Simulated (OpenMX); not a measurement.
The system is Rh.

```
CELL_PARAMETERS angstrom
0.00000 1.89785 1.89785
1.89785 0.00000 1.89785
1.89785 1.89785 0.00000
ATOMIC_POSITIONS crystal
Rh 0.00000 0.00000 0.00000
```

Base run:

* Program: OpenMX 3.8.5
* Functional: LDA
* Potentials or basis: OpenMX 2013 LDA set, Rh7.0-s3p2d2f1, grid cutoff 400 Ry
* k mesh: 13 × 13 × 13
* Occupations: fermi-dirac, width 0.05 eV
* Spin: no spin polarisation

Its results: band gap on the k mesh none (metal or under the smearing width); pressure -7.5 GPa.

Problem. The run is repeated on the same cell with these changes: potentials or basis from OpenMX 2013 LDA set, Rh7.0-s3p2d2f1, grid cutoff 400 Ry to OpenMX 2013 LDA set, Rh7.0-s3p2d2, grid cutoff 400 Ry. What comes out?

Solution. Band gap on the k mesh none (metal or under the smearing width); pressure -2.3 GPa.

Caveats: the basis of atomic orbitals isn't converged, which shifts pressures, moduli and gaps.

Not every run made on this cell is shown here.
